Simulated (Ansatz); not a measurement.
# BAs: the cost of one run

Computed with Ansatz 0.2.0 (DFT PBEsol, scalar-relativistic, plane waves, PAW, unless a step's input says otherwise).

1 further run of the same task is left out (set aside as unsound or not needed).

**1. Starting point**

It takes space group F-43m (No. 216, cubic). The conventional cell has a = 4.777 Å, b = 4.777 Å, c = 4.777 Å, α = 90.00°, β = 90.00°, γ = 90.00°. B (site symmetry -43m) is surrounded by 4 As at 2.07 Å. Around As (site symmetry -43m) lie 4 B at 2.07 Å.

As a file:

```
CELL_PARAMETERS angstrom
0.00000 2.38850 2.38850
2.38850 0.00000 2.38850
2.38850 2.38850 0.00000
ATOMIC_POSITIONS crystal
B 0.00000 0.00000 0.00000
As 0.75000 0.75000 0.75000
```

The structure comes from the Crystallography Open Database.

**2. A change within the space group**

Against the listed cell: strain xx, yy, zz, yz, xz, xy = +0.7, +0.7, +0.7, +0.0, +0.0, +0.0 %.

The input, input.yaml:

```yaml
crystal:
  lattice:
    - [0.0, 2.40488511, 2.40488511]
    - [2.40488511, 0.0, 2.40488511]
    - [2.40488511, 2.40488511, 0.0]
  atoms:
    - { symbol: B, position: [0.0, 0.0, 0.0] }
    - { symbol: As, position: [0.75, 0.75, 0.75] }
basis:
  ecutwfc: 420
kpoints:
  mp_grid: { grid: [10, 10, 10] }
hamiltonian:
  xc: pbesol
scf:
  occupations: { method: gaussian, width: 0.02 }
output:
  forces: true
  stress: true
  eigenvalues: true
```

On the command line:

```bash
$ ansatz run input.yaml --threads 1 --pin off --max-ram 1331MiB --backend cpu --events-out ev --progress --plain --runs-dir out
```

**Question.** How long does this run take on 1 thread of an x86-64 CPU, shared host, and how much memory does it need?

About 3.8 s, with a peak of 0.32 GiB.
